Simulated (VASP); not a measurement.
# Mo (Im-3m) in VASP: notebook

One crystal, Mo, is run at these levels: PBE; tasks: single point.

All numbers are computed with VASP 6.6.1; they aren't measurements. Logs are shortened: lines on timing, memory, paths and dates and some standing lists are left out, and cuts for length are marked.

**1. The undisturbed crystal**

The structure is cubic, space group Im-3m (No. 229). The conventional cell has a = 3.168 Å, b = 3.168 Å, c = 3.168 Å, α = 90.00°, β = 90.00°, γ = 90.00°. Mo (site symmetry m-3m) is surrounded by 8 Mo at 2.74 Å.

**2. Single point, PBE (grid = ENCUT=400 dk=0.35 cell=3x3x3 ISMEAR=1 SIGMA=0.1 LREAL=Auto EDIFF=1e-06)**

INCAR reads:

```
SYSTEM = Mo
ALGO = Fast ; EDIFF = 1E-6
ENCUT = 400 ; GGA = PE
ISIF = 2 ; ISMEAR = 1
LASPH = .TRUE. ; LCHARG = .FALSE.
LREAL = Auto ; LWAVE = .FALSE.
NBANDS = 215 ; NELM = 120
PREC = Accurate ; SIGMA = 0.1
```

KPOINTS reads:

```
k-points
0
G
  3 3 3
  0 0 0
```

POSCAR reads:

```
Mo
1.0
   -4.7514269157      4.7514269157      4.7514269157
    4.7514269157     -4.7514269157      4.7514269157
    4.7514269157      4.7514269157     -4.7514269157
Mo
27
Direct
    0.0000000000      0.0000000000      0.0000000000
    0.0000000000      0.0000000000      0.3333333333
    0.0000000000      0.0000000000      0.6666666667
    0.0000000000      0.3333333333      0.0000000000
    0.0000000000      0.3333333333      0.3333333333
    0.0000000000      0.3333333333      0.6666666667
    0.0000000000      0.6666666667      0.0000000000
    0.0000000000      0.6666666667      0.3333333333
    0.0000000000      0.6666666667      0.6666666667
    0.3333333333      0.0000000000      0.0000000000
    0.3333333333      0.0000000000      0.3333333333
    0.3333333333      0.0000000000      0.6666666667
    0.3333333333      0.3333333333      0.0000000000
    0.3333333333      0.3333333333      0.3333333333
    0.3333333333      0.3333333333      0.6666666667
    0.3333333333      0.6666666667      0.0000000000
    0.3333333333      0.6666666667      0.3333333333
    0.3333333333      0.6666666667      0.6666666667
    0.6666666667      0.0000000000      0.0000000000
    0.6666666667      0.0000000000      0.3333333333
    0.6666666667      0.0000000000      0.6666666667
    0.6666666667      0.3333333333      0.0000000000
    0.6666666667      0.3333333333      0.3333333333
    0.6666666667      0.3333333333      0.6666666667
    0.6666666667      0.6666666667      0.0000000000
    0.6666666667      0.6666666667      0.3333333333
    0.6666666667      0.6666666667      0.6666666667
```

Potentials or basis: VASP PAW PBE potentials, release 64 (Mo_sv).

Command:

```sh
cat potpaw_PBE.64/Mo_sv/POTCAR > POTCAR
mpirun -np 1 vasp_std > vasp.out
```

OUTCAR:

```text
SYSTEM = Mo
   EDIFF = 1E-6
   ENCUT = 400
   GGA = PE
   ISIF = 2
   ISMEAR = 1
   LASPH = .TRUE.
   LREAL = Auto
   NELM = 120
   PREC = Accurate

 Found      4 irreducible k-points:

 Following reciprocal coordinates:
            Coordinates               Weight
  0.000000  0.000000  0.000000      1.000000
  0.333333  0.000000  0.000000     12.000000
  0.333333  0.333333  0.000000      8.000000
 -0.333333  0.333333  0.333333      6.000000
   k-points           NKPTS =      4   k-points in BZ     NKDIM =      4   number of bands    NBANDS=    215
   number of dos      NEDOS =    301   number of ions     NIONS =     27
   total plane-waves  NPLWV = 157464
   dimension x,y,z NGX =    54 NGY =   54 NGZ =   54
   dimension x,y,z NGXF=   108 NGYF=  108 NGZF=  108
   ions per type =              27
   NGX,Y,Z   is equivalent  to a cutoff of  10.91, 10.91, 10.91 a.u.
   NGXF,Y,Z  is equivalent  to a cutoff of  21.82, 21.82, 21.82 a.u.
 SYSTEM =  Mo
   PREC   = accura    normal or accurate (medium, high low for compatibility)
   ISTART =      0    job   : 0-new  1-cont  2-samecut
   ICHARG =      2    charge: 1-file 2-atom 10-const
   ISPIN  =      1    spin polarized calculation?
   LNONCOLLINEAR =      F non collinear calculations
   LSORBIT =      F    spin-orbit coupling
   LASPH  =      T    aspherical Exc in radial PAW
   ENCUT  =  400.0 eV  29.40 Ry    5.42 a.u.  13.42 13.42 13.42*2*pi/ulx,y,z
   NELM   =    120;   NELMIN=  2; NELMDL= -5     # of ELM steps
   EDIFF  = 0.1E-05   stopping-criterion for ELM
   LREAL  =      T    real-space projection
   EDIFFG = 0.1E-04   stopping-criterion for IOM
   NSW    =      0    number of steps for IOM
   IBRION =     -1    ionic relax: 0-MD 1-quasi-New 2-CG
   NFREE  =      0    steps in history (QN), initial steepest desc. (CG)
   ISIF   =      2    stress and relaxation
   ISYM   =      2    0-nonsym 1-usesym 2-fastsym
   POTIM  = 0.5000    time-step for ionic-motion
   TEBEG  =    0.0;   TEEND  =   0.0 temperature during run
   PSTRESS=    0.0 pullay stress
   NELECT =     378.0000    total number of electrons
   NUPDOWN=      -1.0000    fix difference up-down
   EMIN   =  10.00;   EMAX   =-10.00  energy-range for DOS
   EFERMI =   0.00;   METHOD = LEGACY
   ISMEAR =     1;   SIGMA  =   0.10  broadening in eV -4-tet -1-fermi 0-gaus
   EFERMI_NEDOS =   21; number of points for ismear=-14 and -15
   IALGO  =     68    algorithm
   IMIX   =      4    mixing-type and parameters
     AMIX     =   0.40;   BMIX     =  1.00
     AMIX_MAG =   1.60;   BMIX_MAG =  1.00
  volume/ion in A,a.u.               =      15.89       107.24
  Fermi-wavevector in a.u.,A,eV,Ry     =   1.569380  2.965698 33.510508  2.462953
  Thomas-Fermi vector in A             =   2.671271
   LORBIT       =      0    0 simple, 1 ext, 2 COOP (PROOUT), +10 PAW based schemes
   GGA     = PE    functional components
   LHFCALC =     F    Hartree Fock is set to
   AEXX    =    0.0000 exact exchange contribution
   IVDW    =     0    specifies the selected vdW correction
   LEPSILON=     F    determine dielectric tensor
   LRPA    =     F    only Hartree local field effects (RPA)
 non-spin polarized calculation
 RMM-DIIS sequential band-by-band and
 Methfessel and Paxton  Order N= 1 SIGMA  =   0.10
  energy-cutoff  :      400.00
  volume of cell :      429.07
 maximum number of plane-waves:      7803
 NGX is ok and might be reduce to    54
   NGX = 27   NGY = 27   NGZ = 27

 number of electron     378.0000140 magnetization

 Free energy of the ion-electron system (eV)
  ---------------------------------------------------
  ext. energy  EPLUGINS =         0.00000000
  ---------------------------------------------------
  free energy    TOTEN  =      -295.59530092 eV

  energy without entropy =     -295.55817936  energy(sigma->0) =     -295.58292707

 E-fermi :  12.2817     XC(G=0): -13.2984

 val. band max:       12.2812816682   @ k =   0.3333   0.0000   0.0000
 cond. band min:      12.5145559072   @ k =  -0.3333   0.3333   0.3333
 fundamental gap:      0.2332742390
 Fermi energy:        12.2816921071

 k-point     1 :       0.0000    0.0000    0.0000
  band No.  band energies     occupation
      1     -48.9503      2.00000
      2     -48.7655      2.00000
      3     -48.7655      2.00000
      4     -48.7655      2.00000
      5     -48.7655      2.00000
      6     -48.7655      2.00000
[... 193 lines left out ...]
    200      13.7553     -0.00000
    201      13.7555     -0.00000

 k-point     2 :       0.3333    0.0000    0.0000
  band No.  band energies     occupation
      1     -48.9219      2.00000
      2     -48.8492      2.00000
      3     -48.7930      2.00000
      4     -48.7930      2.00000
      5     -48.7930      2.00000
      6     -48.7930      2.00000
[... 193 lines left out ...]
    200      13.3431     -0.00000
    201      13.3872     -0.00000

 k-point     3 :       0.3333    0.3333    0.0000
  band No.  band energies     occupation
      1     -48.8713      2.00000
      2     -48.8713      2.00000
      3     -48.8713      2.00000
      4     -48.8126      2.00000
      5     -48.7511      2.00000
      6     -48.7511      2.00000
[... 193 lines left out ...]
    200      12.9340     -0.00000
    201      13.1915     -0.00000

 k-point     4 :      -0.3333    0.3333    0.3333
  band No.  band energies     occupation
      1     -48.8944      2.00000
      2     -48.8241      2.00000
      3     -48.8241      2.00000
      4     -48.8241      2.00000
      5     -48.8241      2.00000
      6     -48.7601      2.00000
[... 193 lines left out ...]
    200      12.7304     -0.00000
    201      12.7304     -0.00000
 [bands above 201 left out]

------------------------ aborting loop because EDIFF is reached ----------------------------------------

  FORCE on cell =-STRESS in cart. coord.  units (eV):
  Direction    XX          YY          ZZ          XY          YZ          ZX
  --------------------------------------------------------------------------------------
  -------------------------------------------------------------------------------------
  Total       -6.7949095     -6.7949095     -6.7949095     -0.0000000     -0.0000000      0.0000000
  in kB      -25.3724327    -25.3724327    -25.3724327     -0.0000000     -0.0000000      0.0000000
  external PRESSURE =     -25.3724327 kB  Pullay stress =       0.0000000 kB

 VOLUME and BASIS-vectors are now :
 -----------------------------------------------------------------------------
  energy-cutoff  :      400.00
  volume of cell :      429.07
      direct lattice vectors                 reciprocal lattice vectors
    -4.751426916  4.751426916  4.751426916     0.000000000  0.105231546  0.105231546
     4.751426916 -4.751426916  4.751426916     0.105231546  0.000000000  0.105231546
     4.751426916  4.751426916 -4.751426916     0.105231546  0.105231546  0.000000000

 POSITION                                       TOTAL-FORCE (eV/Angst)
 -----------------------------------------------------------------------------------
      0.00000      0.00000      0.00000         0.000000      0.000000     -0.000000
      1.58381      1.58381     -1.58381         0.000000     -0.000000     -0.000000
      3.16762      3.16762     -3.16762         0.000000      0.000000     -0.000000
      1.58381     -1.58381      1.58381         0.000000     -0.000000      0.000000
      3.16762      0.00000      0.00000        -0.000000     -0.000000      0.000000
      4.75143      1.58381     -1.58381         0.000000     -0.000000      0.000000
[... 19 lines left out ...]
      1.58381      1.58381      4.75143        -0.000000     -0.000000      0.000000
      3.16762      3.16762      3.16762        -0.000000     -0.000000      0.000000
 -----------------------------------------------------------------------------------
    total drift:                                0.000000      0.000000      0.000000

  FREE ENERGIE OF THE ION-ELECTRON SYSTEM (eV)
  ---------------------------------------------------
  free  energy   TOTEN  =      -295.5953009202 eV

  energy  without entropy=     -295.5581793599  energy(sigma->0) =     -295.58292707
```

Run time: 9.2 min. Hardware: 1 thread of AMD EPYC 9R45 (Zen 5), shared host; peak memory 0.45 GiB.

These settings aren't checked as converged: the numbers below hold their error.

Results:

```
Free energy            : -295.5953 eV
Pressure               : -2.5 GPa
Band gap on the k mesh : none (metal or under the smearing width)
```

**3. Single point, PBE (grid = ENCUT=400 dk=0.35 cell=3x3x3 ISMEAR=1 SIGMA=0.2 LREAL=Auto EDIFF=1e-06)**

INCAR, as its differences from that of step 2:

```diff
@@ -7,2 +7,2 @@
 NBANDS = 215 ; NELM = 120
-PREC = Accurate ; SIGMA = 0.1
+PREC = Accurate ; SIGMA = 0.2
```

KPOINTS is that of step 2.

POSCAR is that of step 2.

Potentials or basis: VASP PAW PBE potentials, release 64 (Mo_sv).

Command:

```sh
cat potpaw_PBE.64/Mo_sv/POTCAR > POTCAR
mpirun -np 1 vasp_std > vasp.out
```

Wall time 8.6 min (1 thread of AMD EPYC 9R45 (Zen 5), shared host); peak memory 0.45 GiB.

The run converged, but some of its settings lie outside the range that counts as converged, so its numbers aren't taken as properties of the crystal.

What came out:

* Free energy: -295.6171 eV
* Pressure: -2.6 GPa
* Band gap on the k mesh: none (metal or under the smearing width)

**4. Single point, PBE (grid = ENCUT=400 dk=0.35 cell=3x3x3 ISMEAR=1 SIGMA=0.1 LREAL=Auto EDIFF=0.0001)**

INCAR reads:

```
SYSTEM = Mo
ALGO = Fast ; EDIFF = 1E-4
ENCUT = 400 ; GGA = PE
ISIF = 2 ; ISMEAR = 1
LASPH = .TRUE. ; LCHARG = .FALSE.
LREAL = Auto ; LWAVE = .FALSE.
NBANDS = 215 ; NELM = 120
PREC = Accurate ; SIGMA = 0.1
```

KPOINTS is that of step 3.

POSCAR is that of step 3.

Command:

```sh
cat potpaw_PBE.64/Mo_sv/POTCAR > POTCAR
mpirun -np 1 vasp_std > vasp.out
```

Run time: 6.8 min. Hardware: 1 thread of AMD EPYC 9R45 (Zen 5), shared host; peak memory 0.44 GiB.

The run converged, but some of its settings lie outside the range that counts as converged, so its numbers aren't taken as properties of the crystal.

Results:

- Free energy: -295.5953 eV
- Pressure: -2.5 GPa
- Band gap on the k mesh: none (metal or under the smearing width)

**5. For comparison**

An earlier run on the cell as given: functional PBE; potentials or basis VASP PAW PBE potentials, release 64 (Mo_sv); cutoff 520 eV; k mesh 12 × 12 × 12; occupations fermi-dirac, width 0.05 eV; no spin polarisation.

* Pressure: -1.4 GPa
* Band gap on the k mesh: none (metal or under the smearing width)
